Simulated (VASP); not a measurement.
# Pt (P6_3/mmc) in VASP: a series of runs, part 2 of 2

VASP 6.6.1. Earlier steps stand in the parts before.

**4. Equation of state, PBE, 15.50 Å³/atom (volume scaled by 0.98)**

INCAR

```
SYSTEM = Pt
ALGO     = Normal         ! electronic algorithm
EDIFF    = 1E-7           ! SCF threshold, eV
ENCUT    = 520            ! plane-wave cutoff, eV
GGA      = PE             ! functional
ISIF     = 2              ! what is computed and relaxed
ISMEAR   = -1             ! smearing method
LASPH    = .True.         ! aspherical terms in the spheres
LCHARG   = .False.        ! write CHGCAR
LREAL    = .False.        ! projectors in reciprocal space
LWAVE    = .False.        ! write WAVECAR
NBANDS   = 17             ! bands
NELM     = 80             ! most SCF steps
PREC     = Accurate       ! precision mode
SIGMA    = 0.05           ! smearing width, eV
```

KPOINTS

```
k-points
0
Gamma
  11 11 6
  0 0 0
```

POSCAR

```
Pt
1.0
    2.7421371004      0.0000000000      0.0000000000
   -1.3710685502      2.3747603895      0.0000000000
    0.0000000000      0.0000000000      4.7599710578
Pt
2
Direct
    0.3333333333      0.6666666667      0.2500000000
    0.6666666667      0.3333333333      0.7500000000
```

On the command line:

```console
cat potpaw_PBE.64/Pt/POTCAR > POTCAR
mpirun -np 1 vasp_std > vasp.out
```

It took 21 s on 1 thread of Intel Xeon Platinum 8488C (Sapphire Rapids), shared host; peak memory 0.15 GiB.

The run converged. Its results:

* Free energy: -12.0796 eV
* Pressure: 4.0 GPa
* Band gap on the k mesh: none (metal or under the smearing width)

**5. Equation of state, PBE, 16.13 Å³/atom (volume scaled by 1.02)**

INCAR

```
ALGO = Normal ; EDIFF = 1E-7
ENCUT = 520 ; GGA = PE
ISIF = 2 ; ISMEAR = -1
LASPH = True ; LCHARG = False
LREAL = False ; LWAVE = False
NBANDS = 17 ; NELM = 100
PREC = Accurate ; SIGMA = 0.05
```

KPOINTS

```
k-points
0
Gamma
  11 11 6
```

POSCAR

```
Pt
1.0
    2.7789487024      0.0000000000      0.0000000000
   -1.3894743512      2.4066401720      0.0000000000
    0.0000000000      0.0000000000      4.8238709117
Pt
2
Direct
    0.3333333333      0.6666666667      0.2500000000
    0.6666666667      0.3333333333      0.7500000000
```

On the command line:

```console
cat potpaw_PBE.64/Pt/POTCAR > POTCAR
mpirun -np 1 vasp_std > vasp.out
```

It took 31 s on 1 thread of Intel Xeon Platinum 8488C (Sapphire Rapids), shared host; peak memory 0.17 GiB.

It converged, with:

```yaml
Free_energy: -12.0731 eV
Pressure: -5.5 GPa
Band_gap_on_the_k_mesh: none (metal or under the smearing width)
```

**6. Equation of state, PBE, 16.45 Å³/atom (volume scaled by 1.04)**

INCAR

```
PREC     = Accurate       # precision mode
ENCUT    = 520            # plane-wave cutoff, eV
EDIFF    = 1E-7           # SCF threshold, eV
ISMEAR   = -1             # smearing method
SIGMA    = 0.05           # smearing width, eV
LREAL    = F              # projectors in reciprocal space
LASPH    = T              # aspherical terms in the spheres
NELM     = 60             # most SCF steps
ALGO     = Normal         # electronic algorithm
ISIF     = 2              # what is computed and relaxed
LWAVE    = F              # write WAVECAR
LCHARG   = F              # write CHGCAR
GGA      = PE             # functional
NBANDS   = 17             # bands
```

KPOINTS

```
regular mesh
0
Gamma
  11 11 6
```

POSCAR

```
Pt
1.0
    2.7969943295      0.0000000000      0.0000000000
   -1.3984971647      2.4222681435      0.0000000000
    0.0000000000      0.0000000000      4.8551956265
Pt
2
Direct
    0.3333333333      0.6666666667      0.2500000000
    0.6666666667      0.3333333333      0.7500000000
```

Potentials or basis: VASP PAW PBE potentials, release 64 (Pt).

On the command line:

```console
cat potpaw_PBE.64/Pt/POTCAR > POTCAR
mpirun -np 1 vasp_std > vasp.out
```

Wall time 34 s (1 thread of Intel Xeon Platinum 8488C (Sapphire Rapids), shared host); peak memory 0.17 GiB.

Results (log left out):

```
Free energy            : -12.0439 eV
Pressure               : -9.5 GPa
Band gap on the k mesh : none (metal or under the smearing width)
```

**7. Equation of state, PBE, 16.76 Å³/atom (volume scaled by 1.06)**

INCAR

```
SYSTEM = Pt
PREC = Accurate ; ENCUT = 520
EDIFF = 1E-7 ; ISMEAR = -1
SIGMA = 0.05 ; LREAL = .FALSE.
LASPH = .TRUE. ; NELM = 80
ALGO = Normal ; ISIF = 2
LWAVE = .FALSE. ; LCHARG = .FALSE.
GGA = PE ; NBANDS = 17
```

KPOINTS

```
Automatic mesh
0
G
  11 11 6
  0 0 0
```

POSCAR

```
Pt
1.0
    2.8148100603      0.0000000000      0.0000000000
   -1.4074050301      2.4376970190      0.0000000000
    0.0000000000      0.0000000000      4.8861212732
Pt
2
Direct
    0.3333333333      0.6666666667      0.2500000000
    0.6666666667      0.3333333333      0.7500000000
```

On the command line:

```console
cat potpaw_PBE.64/Pt/POTCAR > POTCAR
mpirun -np 1 vasp_std > vasp.out
```

Run time: 33 s. Hardware: 1 thread of Intel Xeon Platinum 8488C (Sapphire Rapids), shared host; peak memory 0.17 GiB.

Results (log left out):

- Free energy: -12.0002 eV
- Pressure: -12.9 GPa
- Band gap on the k mesh: none (metal or under the smearing width)

**8. Equation of state, PBE**

This step only gathers the single runs of the series.

What came out:

| Quantity | Value |
| --- | --- |
| Equilibrium volume | 15.75 Å³/atom |
| Bulk modulus at fixed shape and positions | 243 GPa |
| Pressure derivative of the bulk modulus | 5.5 |

Energy against volume, from the lowest point:
```csv
volume (Å³/atom),energy (meV/atom)
14.866,42.82
15.182,16.85
15.498,3.08
15.815,0.00
16.131,6.34
16.447,20.92
16.763,42.74
```

Caveat: the cell was scaled at fixed shape and fractional positions, which overstates the stiffness of a crystal with free parameters, most of all of layers and chains.

**9. Equation of state, PBEsol, 14.87 Å³/atom (volume scaled by 0.94)**

INCAR

```
SYSTEM = Pt
ALGO     = Normal         ! electronic algorithm
EDIFF    = 1E-7           ! SCF threshold, eV
ENCUT    = 520            ! plane-wave cutoff, eV
GGA      = PS             ! functional
ISIF     = 2              ! what is computed and relaxed
ISMEAR   = -1             ! smearing method
LASPH    = .TRUE.         ! aspherical terms in the spheres
LCHARG   = .FALSE.        ! write CHGCAR
LREAL    = .FALSE.        ! projectors in reciprocal space
LWAVE    = .FALSE.        ! write WAVECAR
NBANDS   = 17             ! bands
NELM     = 60             ! most SCF steps
PREC     = Accurate       ! precision mode
SIGMA    = 0.05           ! smearing width, eV
```

KPOINTS

```
k-points
0
G
  11 11 6
  0 0 0
```

POSCAR

```
Pt
1.0
    2.7043096880      0.0000000000      0.0000000000
   -1.3521548440      2.3420008895      0.0000000000
    0.0000000000      0.0000000000      4.6943078975
Pt
2
Direct
    0.3333333333      0.6666666667      0.2500000000
    0.6666666667      0.3333333333      0.7500000000
```

Potentials or basis: VASP PAW PBE potentials, release 64 (Pt).

On the command line:

```console
cat potpaw_PBE.64/Pt/POTCAR > POTCAR
mpirun -np 1 vasp_std > vasp.out
```

Wall time 26 s (1 thread of Intel Xeon Platinum 8259CL at 2.50GHz (Skylake/Cascade Lake), shared host); peak memory 0.15 GiB.

Results (log left out):

* Free energy: -13.7931 eV
* Pressure: 5.4 GPa
* Band gap on the k mesh: none (metal or under the smearing width)

Caveat: the PAW data sets were made with another functional, which shifts forces and pressure a little.

**10. Equation of state, PBEsol, 15.18 Å³/atom (volume scaled by 0.96)**

INCAR is that of step 9.

KPOINTS is that of step 9.

POSCAR

```
Pt
1.0
    2.7233547499      0.0000000000      0.0000000000
   -1.3616773750      2.3584943969      0.0000000000
    0.0000000000      0.0000000000      4.7273674930
Pt
2
Direct
    0.3333333333      0.6666666667      0.2500000000
    0.6666666667      0.3333333333      0.7500000000
```

On the command line:

```console
cat potpaw_PBE.64/Pt/POTCAR > POTCAR
mpirun -np 1 vasp_std > vasp.out
```

Run time: 31 s. Hardware: 1 thread of Intel Xeon Platinum 8259CL at 2.50GHz (Skylake/Cascade Lake), shared host; peak memory 0.15 GiB.

The run converged. Its results:

```yaml
Free_energy: -13.8023 eV
Pressure: -0.9 GPa
Band_gap_on_the_k_mesh: none (metal or under the smearing width)
```

Caveat: the PAW data sets were made with another functional, which shifts forces and pressure a little.

**11. Equation of state, PBEsol, 15.50 Å³/atom (volume scaled by 0.98)**

INCAR is that of step 10.

KPOINTS is that of step 10.

POSCAR

```
Pt
1.0
    2.7421371004      0.0000000000      0.0000000000
   -1.3710685502      2.3747603895      0.0000000000
    0.0000000000      0.0000000000      4.7599710578
Pt
2
Direct
    0.3333333333      0.6666666667      0.2500000000
    0.6666666667      0.3333333333      0.7500000000
```

On the command line:

```console
cat potpaw_PBE.64/Pt/POTCAR > POTCAR
mpirun -np 1 vasp_std > vasp.out
```

It took 28 s on 1 thread of Intel Xeon Platinum 8259CL at 2.50GHz (Skylake/Cascade Lake), shared host; peak memory 0.15 GiB.

It converged, with:

* Free energy: -13.7885 eV
* Pressure: -6.3 GPa
* Band gap on the k mesh: none (metal or under the smearing width)

Caveat: the PAW data sets were made with another functional, which shifts forces and pressure a little.

**12. Equation of state, PBEsol, 16.13 Å³/atom (volume scaled by 1.02)**

INCAR is that of step 11.

KPOINTS is that of step 11.

POSCAR

```
Pt
1.0
    2.7789487024      0.0000000000      0.0000000000
   -1.3894743512      2.4066401720      0.0000000000
    0.0000000000      0.0000000000      4.8238709117
Pt
2
Direct
    0.3333333333      0.6666666667      0.2500000000
    0.6666666667      0.3333333333      0.7500000000
```

Potentials or basis: VASP PAW PBE potentials, release 64 (Pt).

On the command line:

```console
cat potpaw_PBE.64/Pt/POTCAR > POTCAR
mpirun -np 1 vasp_std > vasp.out
```

Run time: 34 s. Hardware: 1 thread of Intel Xeon Platinum 8259CL at 2.50GHz (Skylake/Cascade Lake), shared host; peak memory 0.17 GiB.

It converged, with:

| Property | Result |
| --- | --- |
| Free energy | -13.7033 eV |
| Pressure | -15.2 GPa |
| Band gap on the k mesh | none (metal or under the smearing width) |

Caveat: the PAW data sets were made with another functional, which shifts forces and pressure a little.

**13. Equation of state, PBEsol, 16.45 Å³/atom (volume scaled by 1.04)**

INCAR is that of step 12.

KPOINTS is that of step 12.

POSCAR

```
Pt
1.0
    2.7969943295      0.0000000000      0.0000000000
   -1.3984971647      2.4222681435      0.0000000000
    0.0000000000      0.0000000000      4.8551956265
Pt
2
Direct
    0.3333333333      0.6666666667      0.2500000000
    0.6666666667      0.3333333333      0.7500000000
```

On the command line:

```console
cat potpaw_PBE.64/Pt/POTCAR > POTCAR
mpirun -np 1 vasp_std > vasp.out
```

It took 30 s on 1 thread of Intel Xeon Platinum 8259CL at 2.50GHz (Skylake/Cascade Lake), shared host; peak memory 0.17 GiB.

It converged, with:

```yaml
Free_energy: -13.6367 eV
Pressure: -18.8 GPa
Band_gap_on_the_k_mesh: none (metal or under the smearing width)
```

Caveat: the PAW data sets were made with another functional, which shifts forces and pressure a little.

**14. Equation of state, PBEsol, 16.76 Å³/atom (volume scaled by 1.06)**

INCAR is that of step 13.

KPOINTS is that of step 13.

POSCAR

```
Pt
1.0
    2.8148100603      0.0000000000      0.0000000000
   -1.4074050301      2.4376970190      0.0000000000
    0.0000000000      0.0000000000      4.8861212732
Pt
2
Direct
    0.3333333333      0.6666666667      0.2500000000
    0.6666666667      0.3333333333      0.7500000000
```

On the command line:

```console
cat potpaw_PBE.64/Pt/POTCAR > POTCAR
mpirun -np 1 vasp_std > vasp.out
```

It took 31 s on 1 thread of Intel Xeon Platinum 8259CL at 2.50GHz (Skylake/Cascade Lake), shared host; peak memory 0.17 GiB.

The run converged. Its results:

| Item | Value |
| --- | --- |
| Free energy | -13.5568 eV |
| Pressure | -21.9 GPa |
| Band gap on the k mesh | none (metal or under the smearing width) |

Caveat: the PAW data sets were made with another functional, which shifts forces and pressure a little.

**15. Equation of state, PBEsol**

Potentials or basis: VASP PAW PBE potentials, release 64 (Pt).

This step only gathers the single runs of the series.

Results:

| Property | Result |
| --- | --- |
| Equilibrium volume | 15.14 Å³/atom |
| Bulk modulus at fixed shape and positions | 283 GPa |
| Pressure derivative of the bulk modulus | 5.5 |

Energy against volume, from the lowest point:
```csv
volume (Å³/atom),energy (meV/atom)
14.866,4.58
15.182,0.00
15.498,6.91
15.815,23.83
16.131,49.51
16.447,82.82
16.763,122.76
```

Caveat: the cell was scaled at fixed shape and fractional positions, which overstates the stiffness of a crystal with free parameters, most of all of layers and chains; the PAW data sets were made with another functional, which shifts forces and pressure a little. Spin-orbit coupling is left out, which matters for the levels of Pt.
